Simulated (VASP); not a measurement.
# Ta2N (P-3m1) in VASP: a series of runs, part 2 of 3

VASP 6.6.1. The steps go on from the part before.

**3. Core levels, PBE**

INCAR reads:

```
ALGO = Normal
EDIFF = 1E-7
ENCUT = 520
GGA = PE
ICORELEVEL = 1
ISIF = 2
ISMEAR = 0
LASPH = True
LCHARG = False
LREAL = False
LWAVE = False
NELM = 100
PREC = Accurate
SIGMA = 0.02
```

KPOINTS reads:

```
k-points
0
Gamma
  10 10 6
```

POSCAR reads:

```
Ta2N
1.0
    3.1128615060      0.0000000000      0.0000000000
   -1.5564307530      2.6958171426      0.0000000000
    0.0000000000      0.0000000000      4.8698410000
Ta N
2 1
Direct
    0.3333333333      0.6666666667      0.2547110000
    0.6666666667      0.3333333333      0.7452890000
    0.0000000000      0.0000000000      0.0000000000
```

Potentials or basis: VASP PAW PBE potentials, release 64 (Ta_pv, N).

Run with:

```console
> cat potpaw_PBE.64/Ta_pv/POTCAR potpaw_PBE.64/N/POTCAR > POTCAR
> mpirun -np 1 vasp_std > vasp.out
```

OUTCAR:

```text
EDIFF = 1E-7
   ENCUT = 520
   GGA = PE
   ISIF = 2
   ISMEAR = 0
   LASPH = True
   LREAL = False
   NELM = 100
   PREC = Accurate

 ion  position               nearest neighbor table
   1  0.333  0.667  0.255-   3 2.18   3 2.18   3 2.18   2 2.99   2 2.99   2 2.99   2 3.06   2 3.06
                             2 3.06
   2  0.667  0.333  0.745-   3 2.18   3 2.18   3 2.18   1 2.99   1 2.99   1 2.99   1 3.06   1 3.06
                             1 3.06
   3  0.000  0.000  0.000-   1 2.18   2 2.18   1 2.18   2 2.18   2 2.18   1 2.18

  LATTYP: Found a hexagonal cell.
 ALAT       =     3.1128615060
 C/A-ratio  =     1.5644258476

  Lattice vectors:

 A1 = (   3.1128615060,   0.0000000000,   0.0000000000)
 A2 = (  -1.5564307530,   2.6958171426,   0.0000000000)
 A3 = (   0.0000000000,   0.0000000000,   4.8698410000)

Analysis of symmetry for initial positions (statically):
=====================================================================
 Subroutine PRICEL returns:
 Original cell was already a primitive cell.

 Routine SETGRP: Setting up the symmetry group for a
 hexagonal supercell.

 Subroutine GETGRP returns: Found 12 space group operations
 (whereof 12 operations were pure point group operations)
 out of a pool of 24 trial point group operations.

The static configuration has the point symmetry D_3d.

Analysis of symmetry for dynamics (positions and initial velocities):
=====================================================================
 Subroutine PRICEL returns:
 Original cell was already a primitive cell.

 Routine SETGRP: Setting up the symmetry group for a
 hexagonal supercell.

 Subroutine GETGRP returns: Found 12 space group operations
 (whereof 12 operations were pure point group operations)
 out of a pool of 24 trial point group operations.

The dynamic configuration has the point symmetry D_3d.

 Subroutine INISYM returns: Found 12 space group operations
 (whereof 12 operations are pure point group operations),
 and found     1 'primitive' translations

----------------------------------------------------------------------------------------

                                     Primitive cell

  volume of cell :      40.8663

  direct lattice vectors                    reciprocal lattice vectors
     3.112861506  0.000000000  0.000000000     0.321247829  0.185472520  0.000000000
    -1.556430753  2.695817143  0.000000000     0.000000000  0.370945041  0.000000000
     0.000000000  0.000000000  4.869841000     0.000000000  0.000000000  0.205345513

  length of vectors
     3.112861506  3.112861506  4.869841000     0.370945041  0.370945041  0.205345513

  position of ions in fractional coordinates (direct lattice)
     0.333333333  0.666666667  0.254711000
     0.666666667  0.333333333  0.745289000
     0.000000000  0.000000000  0.000000000

  ion indices of the primitive-cell ions
   primitive index   ion index
                 1           1
                 2           2
[... 31 lines left out ...]
  0.100000 -0.000000  0.000000      6.000000
  0.200000 -0.000000  0.000000      6.000000
  0.300000 -0.000000  0.000000      6.000000
  0.400000 -0.000000  0.000000      6.000000
  0.500000  0.000000  0.000000      3.000000
[... 16 lines left out ...]
  0.000000  0.400000  0.166667      6.000000
  0.500000  0.000000  0.166667      6.000000
 [... further k-points ...]
   k-points           NKPTS =     72   k-points in BZ     NKDIM =     72   number of bands    NBANDS=     17
   number of dos      NEDOS =    301   number of ions     NIONS =      3
   total plane-waves  NPLWV =  20736
   dimension x,y,z NGX =    24 NGY =   24 NGZ =   36
   dimension x,y,z NGXF=    48 NGYF=   48 NGZF=   72
   ions per type =               2   1
   NGX,Y,Z   is equivalent  to a cutoff of  12.82, 12.82, 12.29 a.u.
   NGXF,Y,Z  is equivalent  to a cutoff of  25.63, 25.63, 24.58 a.u.
 SYSTEM =  unknown system
   PREC   = accura    normal or accurate (medium, high low for compatibility)
   ISTART =      0    job   : 0-new  1-cont  2-samecut
   ICHARG =      2    charge: 1-file 2-atom 10-const
   ISPIN  =      1    spin polarized calculation?
   LNONCOLLINEAR =      F non collinear calculations
   LSORBIT =      F    spin-orbit coupling
   LASPH  =      T    aspherical Exc in radial PAW
   ENCUT  =  520.0 eV  38.22 Ry    6.18 a.u.   5.79  5.79  9.05*2*pi/ulx,y,z
   NELM   =    100;   NELMIN=  2; NELMDL= -5     # of ELM steps
   EDIFF  = 0.1E-06   stopping-criterion for ELM
   LREAL  =      F    real-space projection
   EDIFFG = 0.1E-05   stopping-criterion for IOM
   NSW    =      0    number of steps for IOM
   IBRION =     -1    ionic relax: 0-MD 1-quasi-New 2-CG
   NFREE  =      0    steps in history (QN), initial steepest desc. (CG)
   ISIF   =      2    stress and relaxation
   ISYM   =      2    0-nonsym 1-usesym 2-fastsym
   POTIM  = 0.5000    time-step for ionic-motion
   TEBEG  =    0.0;   TEEND  =   0.0 temperature during run
   PSTRESS=    0.0 pullay stress
   NELECT =      27.0000    total number of electrons
   NUPDOWN=      -1.0000    fix difference up-down
   EMIN   =  10.00;   EMAX   =-10.00  energy-range for DOS
   EFERMI =   0.00;   METHOD = LEGACY
   ISMEAR =     0;   SIGMA  =   0.02  broadening in eV -4-tet -1-fermi 0-gaus
   EFERMI_NEDOS =   21; number of points for ismear=-14 and -15
   IALGO  =     38    algorithm
   IMIX   =      4    mixing-type and parameters
     AMIX     =   0.40;   BMIX     =  1.00
     AMIX_MAG =   1.60;   BMIX_MAG =  1.00
  volume/ion in A,a.u.               =      13.62        91.93
  Fermi-wavevector in a.u.,A,eV,Ry     =   1.425852  2.694469 27.661374  2.033054
  Thomas-Fermi vector in A             =   2.546192
   LORBIT       =      0    0 simple, 1 ext, 2 COOP (PROOUT), +10 PAW based schemes
   GGA     = PE    functional components
   LHFCALC =     F    Hartree Fock is set to
   AEXX    =    0.0000 exact exchange contribution
   IVDW    =     0    specifies the selected vdW correction
   LEPSILON=     F    determine dielectric tensor
   LRPA    =     F    only Hartree local field effects (RPA)
 non-spin polarized calculation
 Gauss-broadening in eV      SIGMA  =   0.02
  energy-cutoff  :      520.00
  volume of cell :       40.87
 maximum number of plane-waves:      1114
 NGX is ok and might be reduce to    24
   NGX = 11   NGY = 11   NGZ = 19

 number of electron      26.9999996 magnetization

 Free energy of the ion-electron system (eV)
  ---------------------------------------------------
  ext. energy  EPLUGINS =         0.00000000
  ---------------------------------------------------
  free energy    TOTEN  =       -34.37608839 eV

  energy without entropy =      -34.37548818  energy(sigma->0) =      -34.37578829

 the core state eigenenergies are
   1-  1s -67331.2345  2s -11556.9982  2p -10124.1749  3s  -2638.5380  3p  -2212.5802
       3d  -1716.3131  4s   -528.6078  4p   -388.9263  4d   -210.3188  4f    -12.9601
       5s    -61.1743
   2-  1s -67331.2345  2s -11556.9982  2p -10124.1749  3s  -2638.5380  3p  -2212.5802
       3d  -1716.3131  4s   -528.6078  4p   -388.9263  4d   -210.3188  4f    -12.9601
       5s    -61.1743
   3-  1s   -371.3251

 E-fermi :   7.4653     XC(G=0): -12.8464

 val. band max:        7.4581933359   @ k =  -0.1000   0.4000   0.1667
 cond. band min:       7.4719282372   @ k =   0.0000   0.3000   0.3333
 fundamental gap:      0.0137349013
 Fermi energy:         7.4652706421

 k-point     1 :       0.0000    0.0000    0.0000
  band No.  band energies     occupation
      1     -28.2226      2.00000
      2     -27.5126      2.00000
      3     -27.5126      2.00000
      4     -27.3873      2.00000
      5     -27.3873      2.00000
      6     -27.2690      2.00000
[... 272 lines left out ...]
 k-point    15 :       0.0000    0.0000    0.1667
  band No.  band energies     occupation
      1     -28.1636      2.00000
      2     -27.5045      2.00000

------------------------ aborting loop because EDIFF is reached ----------------------------------------

  FORCE on cell =-STRESS in cart. coord.  units (eV):
  Direction    XX          YY          ZZ          XY          YZ          ZX
  --------------------------------------------------------------------------------------
  -------------------------------------------------------------------------------------
  Total       -0.3576515     -0.3576515      0.0406102      0.0000000      0.0000000      0.0000000
  in kB      -14.0218607    -14.0218607      1.5921395      0.0000000      0.0000000      0.0000000
  external PRESSURE =      -8.8171939 kB  Pullay stress =       0.0000000 kB

 VOLUME and BASIS-vectors are now :
 -----------------------------------------------------------------------------
  energy-cutoff  :      520.00
  volume of cell :       40.87
      direct lattice vectors                 reciprocal lattice vectors
     3.112861506  0.000000000  0.000000000     0.321247829  0.185472520  0.000000000
    -1.556430753  2.695817143  0.000000000     0.000000000  0.370945041  0.000000000
     0.000000000  0.000000000  4.869841000     0.000000000  0.000000000  0.205345513

 POSITION                                       TOTAL-FORCE (eV/Angst)
 -----------------------------------------------------------------------------------
     -0.00000      1.79721      1.24040        -0.000000     -0.000000      0.061400
      1.55643      0.89861      3.62944         0.000000      0.000000     -0.061400
      0.00000      0.00000      0.00000         0.000000      0.000000      0.000000
 -----------------------------------------------------------------------------------
    total drift:                               -0.000000      0.000000      0.000000

  FREE ENERGIE OF THE ION-ELECTRON SYSTEM (eV)
  ---------------------------------------------------
  free  energy   TOTEN  =       -34.3760883935 eV

  energy  without entropy=      -34.3754881786  energy(sigma->0) =      -34.37578829
```

OSZICAR:

```text
N       E                     dE             d eps       ncg     rms          rms(c)
DAV:   1     0.208259463340E+03    0.20826E+03   -0.15469E+04  2456   0.163E+03
DAV:   2    -0.289897384357E+02   -0.23725E+03   -0.23481E+03  2888   0.437E+02
DAV:   3    -0.375553369909E+02   -0.85656E+01   -0.84192E+01  3254   0.724E+01
DAV:   4    -0.376620902337E+02   -0.10675E+00   -0.10299E+00  3183   0.747E+00
DAV:   5    -0.376640823977E+02   -0.19922E-02   -0.19863E-02  3357   0.659E-01    0.263E+01
DAV:   6    -0.347565109701E+02    0.29076E+01   -0.21731E+01  2986   0.296E+01    0.126E+01
DAV:   7    -0.344349266408E+02    0.32158E+00   -0.22559E+00  2833   0.964E+00    0.666E+00
DAV:   8    -0.343808127928E+02    0.54114E-01   -0.28363E-01  2999   0.469E+00    0.468E-01
DAV:   9    -0.343766192385E+02    0.41936E-02   -0.42591E-02  3150   0.128E+00    0.237E-01
DAV:  10    -0.343763139099E+02    0.30533E-03   -0.91716E-03  3185   0.708E-01    0.962E-02
DAV:  11    -0.343760898549E+02    0.22405E-03   -0.19684E-03  2801   0.253E-01    0.263E-02
DAV:  12    -0.343760895088E+02    0.34608E-06   -0.11255E-04  3147   0.793E-02    0.498E-03
DAV:  13    -0.343760888402E+02    0.66862E-06   -0.39344E-06  3218   0.163E-02    0.317E-03
DAV:  14    -0.343760884506E+02    0.38959E-06   -0.27601E-06  3115   0.106E-02    0.185E-03
DAV:  15    -0.343760883935E+02    0.57041E-07   -0.30011E-07  2441   0.377E-03
   1 F= -.34376088E+02 E0= -.34375788E+02  d E =-.600215E-03
```

Run time: 44 s. Hardware: 1 thread of Intel Xeon Platinum 8488C (Sapphire Rapids), shared host; peak memory 0.18 GiB.

What came out:

```
Free energy            : -34.3761 eV
Pressure               : -0.9 GPa
Largest force          : 0.061 eV/Å
Band gap on the k mesh : none (metal or under the smearing width)
```

Forces on the atoms (eV/Å):
```
Ta   0.000  0.000  0.061
Ta   0.000  0.000 -0.061
N    0.000  0.000  0.000
```

Core levels (eV, on the scale of the bands):
| atom | levels |
| --- | --- |
| 1 Ta | 1s -67331.2, 2s -11557.0, 2p -10124.2, 3s -2638.5, 3p -2212.6, 3d -1716.3, 4s -528.6, 4p -388.9, 4d -210.3, 4f -13.0, 5s -61.2 |
| 2 Ta | 1s -67331.2, 2s -11557.0, 2p -10124.2, 3s -2638.5, 3p -2212.6, 3d -1716.3, 4s -528.6, 4p -388.9, 4d -210.3, 4f -13.0, 5s -61.2 |
| 3 N | 1s -371.3 |

Spin-orbit coupling is left out, which matters for the levels of Ta.

**4. Phonons, PBE**

POSCAR is that of step 3.

INCAR.step1 reads:

```
SYSTEM = Ta2N
PREC = Accurate
ENCUT = 600
EDIFF = 1E-8
ISMEAR = 0
SIGMA = 0.02
LREAL = .False.
LASPH = .True.
NELM = 60
ALGO = Fast
ISIF = 3
LWAVE = .False.
LCHARG = .False.
GGA = PE
IBRION = 2
NSW = 40
EDIFFG = -0.002
```

INCAR.step2 reads:

```
SYSTEM = Ta2N
PREC = Accurate
ENCUT = 600
EDIFF = 1E-8
ISMEAR = 0
SIGMA = 0.02
LREAL = .False.
LASPH = .True.
NELM = 60
ALGO = Fast
ISIF = 2
LWAVE = .False.
LCHARG = .False.
GGA = PE
IBRION = 8
NSW = 1
```

KPOINTS reads:

```
Automatic mesh
0
Gamma
  7 7 5
  0 0 0
```

Potentials or basis: VASP PAW PBE potentials, release 64 (Ta_pv, N).

Run with:

```console
> cat potpaw_PBE.64/Ta_pv/POTCAR potpaw_PBE.64/N/POTCAR > POTCAR
> cp INCAR.step1 INCAR
> mpirun -np 1 vasp_std > vasp.out
> cp CONTCAR POSCAR
> cp INCAR.step2 INCAR
> mpirun -np 1 vasp_std > vasp.out
```

OUTCAR:

```text
SYSTEM = Ta2N
   PREC = Accurate
   ENCUT = 600
   EDIFF = 1E-8
   ISMEAR = 0
   LREAL = .False.
   LASPH = .True.
   NELM = 60
   ISIF = 2
   GGA = PE
   IBRION = 8
   NSW = 1

 ion  position               nearest neighbor table
   1  0.333  0.667  0.256-   3 2.18   3 2.18   3 2.18   2 2.98   2 2.98   2 2.98   2 3.07   2 3.07
                             2 3.07
   2  0.667  0.333  0.744-   3 2.18   3 2.18   3 2.18   1 2.98   1 2.98   1 2.98   1 3.07   1 3.07
                             1 3.07
   3  0.000  0.000  0.000-   1 2.18   2 2.18   1 2.18   2 2.18   2 2.18   1 2.18

  LATTYP: Found a hexagonal cell.
 ALAT       =     3.1078529347
 C/A-ratio  =     1.5664293889

  Lattice vectors:

 A1 = (   3.1078529347,   0.0000000000,   0.0000000000)
 A2 = (  -1.5539264674,   2.6914795926,   0.0000000000)
[... 733 lines left out ...]
  --------------------------------------------------------------------------------
  x     0.00000     0.00000     0.00000     0.00000     0.00000     0.00000
  y     0.00000     0.00000     0.00000     0.00000     0.00000     0.00000
  z     0.00000     0.00000     0.00000     0.00000     0.00000     0.00000

 SECOND DERIVATIVES (NOT SYMMETRIZED)
 ------------------------------------
               1X          1Y          1Z          2X          2Y          2Z          3X          3Y          3Z
  1X    -5.283412    0.000000    0.000000   -0.175102    0.000000    0.000000    5.458514    0.000000    0.000000
  1Y    -0.000000   -5.283412   -0.000000    0.000000   -0.175102    0.000000    0.000000    5.458514    0.000000
  1Z     0.000000   -0.000000  -18.888827    0.000000   -0.000000   11.755130    0.000000   -0.000000    7.133697
  2X    -0.175102    0.000000    0.000000   -5.283412    0.000000    0.000000    5.458514    0.000000    0.000000
  2Y     0.000000   -0.175102    0.000000   -0.000000   -5.283412   -0.000000    0.000000    5.458514    0.000000
  2Z     0.000000   -0.000000   11.755130    0.000000   -0.000000  -18.888827    0.000000   -0.000000    7.133697
  3X     4.698483    0.000000    0.000000    4.698483    0.000000    0.000000   -9.396965    0.000000    0.000000
  3Y     0.000000    4.698483    0.000000    0.000000    4.698483    0.000000    0.000000   -9.396965    0.000000
  3Z     0.000000   -0.000000    7.136186    0.000000   -0.000000    7.136186    0.000000    0.000000  -14.272371

 Eigenvectors and eigenvalues of the dynamical matrix
 ----------------------------------------------------

   1 f  =   16.086405 THz   101.073861 2PiTHz  536.584698 cm-1    66.527994 meV
             X         Y         Z           dx          dy          dz
     -0.000000  1.794320  1.244540    -0.000000   -0.000000   -0.136445
      1.553926  0.897160  3.623693    -0.000000   -0.000000   -0.136445
      0.000000  0.000000  0.000000     0.000000    0.000000    0.981206
[... 43 lines left out ...]
   9 f/i=    0.199296 THz     1.252215 2PiTHz    6.647808 cm-1     0.824223 meV
             X         Y         Z           dx          dy          dz
     -0.000000  1.794320  1.244540     0.691651    0.002495    0.000000
      1.553926  0.897160  3.623693     0.691651    0.002495    0.000000
      0.000000  0.000000  0.000000     0.207904    0.000750    0.000000

--------------------------------------------------------------------------------------------------------

 ELASTIC MODULI CONTR FROM IONIC RELAXATION (kBar)
 Direction    XX          YY          ZZ          XY          YZ          ZX
 --------------------------------------------------------------------------------
 XX        -166.0400    -64.1777    -49.0139     -0.0000     12.4568      0.0000
 YY         -64.1777   -166.0400    -49.0139      0.0000    -12.4568     -0.0000
 ZZ         -49.0139    -49.0139    -20.8704     -0.0000      0.0000      0.0000
 XY          -0.0000      0.0000     -0.0000    -50.9312      0.0000    105.6575
 YZ          12.4568    -12.4568      0.0000      0.0000     -3.0467     -0.0000
 ZX           0.0000     -0.0000      0.0000    105.6575     -0.0000   -219.1880
 --------------------------------------------------------------------------------
```

OSZICAR.step1:

```text
N       E                     dE             d eps       ncg     rms          rms(c)
DAV:   1     0.221256373370E+03    0.22126E+03   -0.16884E+04  1088   0.181E+03
DAV:   2    -0.278670092251E+02   -0.24912E+03   -0.24676E+03  1260   0.465E+02
DAV:   3    -0.375263678104E+02   -0.96594E+01   -0.93819E+01  1481   0.797E+01
[... 114 lines left out ...]
RMM:   4    -0.343643204591E+02    0.13830E-07   -0.11151E-06  1188   0.105E-02    0.154E-03
RMM:   5    -0.343643203697E+02    0.89387E-07   -0.28461E-07  1183   0.430E-03    0.119E-03
RMM:   6    -0.343643202628E+02    0.10693E-06   -0.70048E-08  1026   0.260E-03    0.733E-04
RMM:   7    -0.343643202888E+02   -0.25987E-07   -0.32233E-08   751   0.160E-03    0.208E-04
RMM:   8    -0.343643202921E+02   -0.32883E-08   -0.66570E-09   636   0.763E-04
   9 F= -.34364320E+02 E0= -.34364160E+02  d E =-.424070E-05
```

Run time: 11 min. Hardware: 1 thread of Intel Xeon Platinum 8488C (Sapphire Rapids), shared host; peak memory 0.37 GiB.

What came out:

| Item | Value |
| --- | --- |
| Relaxed volume | 13.57 Å³/atom |
| Relaxed cell | a = 3.108 Å, b = 3.108 Å, c = 4.868 Å, α = 90.00°, β = 90.00°, γ = 120.00° |
| Space group after relaxing (to 0.05 Å) | P-3m1 (No. 164) |
| Highest phonon frequency at Γ, LO-TO splitting left out | 537 cm⁻¹ |

The path:
```csv
step,energy change (eV),largest force (eV/Å),pressure (GPa),volume (Å³)
1,0.0000,0.0911,-0.78,40.87
2,0.0006,0.0368,1.75,40.48
3,-0.0006,0.0737,0.27,40.70
4,-0.0008,0.0481,-0.03,40.72
5,-0.0008,0.0049,0.06,40.71
6,-0.0008,0.0014,-0.11,40.74
7,-0.0008,0.0024,-0.07,40.73
8,-0.0008,0.0056,0.07,40.71
9,-0.0008,0.0018,0.01,40.72
```

Final structure:
```
Ta N
1.0
     3.10785    0.00000    0.00000
    -1.55393    2.69148    0.00000
     0.00000    0.00000    4.86823
Ta N
2 1
Direct
  0.33333 0.66667 0.25565
  0.66667 0.33333 0.74435
  0.00000 0.00000 0.00000
```

Phonon frequencies in cm⁻¹ (negative: imaginary):
| q point | frequencies |
| --- | --- |
| (0.000, 0.000, 0.000) | -7 -7 0 88 88 215 437 437 537 |

(Continued in part 3 of 3.)
